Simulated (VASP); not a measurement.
# PtSe2: band structure with LDA

Slab: PtSe2, a slab with vacuum.

```
CELL_PARAMETERS angstrom
3.70583 0.00000 0.00000
-1.85292 3.20935 0.00000
0.00000 0.00000 20.53100
ATOMIC_POSITIONS crystal
Se 0.66667 0.33333 0.43545
Se 0.33333 0.66667 0.56455
Pt 0.00000 0.00000 0.50000
```

```
Program                : VASP 6.6.1
Task                   : band structure
Functional             : LDA
Potentials or basis    : VASP PAW LDA potentials, release 64 (Se, Pt)
Cutoff                 : 520 eV
k mesh                 : 9 × 9 × 1
Occupations            : gaussian, width 0.03 eV
Spin                   : no spin polarisation
Dipole correction      : yes
Further INCAR settings : ALGO = Normal; EDIFF = 1e-07; NBANDS = 18
```

| Quantity | Value |
| --- | --- |
| Largest force | 0.591 eV/Å |
| Band gap on the k mesh | 1.28 eV, indirect (least direct gap 1.50 eV) |
| Band gap along the path | 1.28 eV, indirect (least direct gap 1.48 eV) |
| Ionisation potential of the upper face | 5.90 eV |

Forces on the atoms (eV/Å):
```
Se   0.000  0.000  0.591
Se   0.000  0.000 -0.591
Pt   0.000  0.000  0.000
```

Levels at points of the mesh, in eV from the valence-band top:
```tsv
k point	band 9	band 10	band 11	band 12	band 13	band 14
(0.00, 0.00, 0.00)	-0.71	0.00	0.00	2.94	2.94	4.48
```

Run time: 3.4 min on 1 thread of Intel(R) Xeon(R) Platinum 8375C CPU @ 2.90GHz (Ice Lake), on a shared host, peak memory 0.32 GiB.

Caveat: spin-orbit coupling is left out, which moves the levels of the heavy elements. As with any semilocal functional, this LDA gap is likely too small.
